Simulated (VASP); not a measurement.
Wanted: the native input for a VASP 6.6.1 run.

* Task: band structure
* Functional: SCAN
* Potentials or basis: VASP PAW PBE potentials, release 64 (In_d, P)
* Cutoff: 520 eV
* k mesh: 6 × 6 × 6
* Occupations: fermi-dirac, width 0.05 eV
* Spin: spin-orbit coupling, no magnetisation
* Further INCAR settings: ALGO = Normal; EDIFF = 1e-07; NBANDS = 30

The structure of InP lies in POSCAR:

```
InP
1.0
    0.0000000000      2.9305000000      2.9305000000
    2.9305000000      0.0000000000      2.9305000000
    2.9305000000      2.9305000000      0.0000000000
In P
1 1
Direct
    0.0000000000      0.0000000000      0.0000000000
    0.7500000000      0.7500000000      0.7500000000
```

The input as run:

INCAR

```
SYSTEM = InP
ALGO = Normal
EDIFF = 1E-7
ENCUT = 520
GGA_COMPAT = .FALSE.
ISIF = 2
ISMEAR = -1
LASPH = .TRUE.
LCHARG = .FALSE.
LMIXTAU = .TRUE.
LORBIT = 11
LREAL = .FALSE.
LSORBIT = .TRUE.
LWAVE = .FALSE.
MAGMOM = 0 0 0 0 0 0
METAGGA = SCAN
NBANDS = 30
NELM = 60
PREC = Accurate
SIGMA = 0.05
```

KPOINTS

```
k-points
0
G
  6 6 6
  0 0 0
```

KPOINTS_OPT

```
path GXWKGLUWLK,UX
20
line-mode
reciprocal
 0.0000000000  0.0000000000  0.0000000000  G
 0.5000000000  0.0000000000  0.5000000000  X

 0.5000000000  0.0000000000  0.5000000000  X
 0.5000000000  0.2500000000  0.7500000000  W

 0.5000000000  0.2500000000  0.7500000000  W
 0.3750000000  0.3750000000  0.7500000000  K

 0.3750000000  0.3750000000  0.7500000000  K
 0.0000000000  0.0000000000  0.0000000000  G

 0.0000000000  0.0000000000  0.0000000000  G
 0.5000000000  0.5000000000  0.5000000000  L

 0.5000000000  0.5000000000  0.5000000000  L
 0.6250000000  0.2500000000  0.6250000000  U

 0.6250000000  0.2500000000  0.6250000000  U
 0.5000000000  0.2500000000  0.7500000000  W

 0.5000000000  0.2500000000  0.7500000000  W
 0.5000000000  0.5000000000  0.5000000000  L

 0.5000000000  0.5000000000  0.5000000000  L
 0.3750000000  0.3750000000  0.7500000000  K

 0.6250000000  0.2500000000  0.6250000000  U
 0.5000000000  0.0000000000  0.5000000000  X
```

Potentials or basis: VASP PAW PBE potentials, release 64 (In_d, P).

Command:

```console
$ cat potpaw_PBE.64/In_d/POTCAR potpaw_PBE.64/P/POTCAR > POTCAR
$ mpirun -np 1 vasp_ncl > vasp.out
```

Results of the run:

```yaml
Pressure: 0.9 GPa
Valence_electrons_inside_the_program's_atomic_spheres: In 11.56; P 2.53
```

Caveat: the PAW data sets were made with another functional, which shifts forces and pressure a little.

Run time: 32 min on 1 thread of Intel(R) Xeon(R) Platinum 8259CL CPU @ 2.50GHz (Skylake/Cascade Lake), on a shared host, peak memory 0.39 GiB.
